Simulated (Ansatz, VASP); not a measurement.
# Two plane-wave programs on Se

```xyz
1
Lattice="2.8338 0.0000 0.0000 0.0000 2.8338 0.0000 0.0000 0.0000 2.8338" Properties=species:S:1:pos:R:3 pbc="T T T"
Se    0.0000    0.0000    0.0000
```

This isn't the form of Se at room conditions, which is trigonal, of chains.

Alike in both runs: task single point; functional r2SCAN; k mesh 8 × 8 × 8; occupations fermi-dirac, width 0.1 eV; no spin polarisation.

```csv
,VASP,Ansatz
version,VASP 6.6.1,Ansatz 0.2.0
potentials or method,"VASP PAW PBE potentials, release 64 (Se)","plane waves, PAW"
plane-wave cutoff (eV),520,600
valence electrons in the cell,6,16
```

Ansatz gave:

* pressure (GPa): -1.0

Problem. Estimate VASP's values.

Solution. Pressure (GPa): -1.1.

The two sets of potentials don't hold the same shells in valence. Ansatz warned: «stress_scf_threshold_loose».

Caveats: the PAW data sets were made with another functional, which shifts forces and pressure a little (VASP).
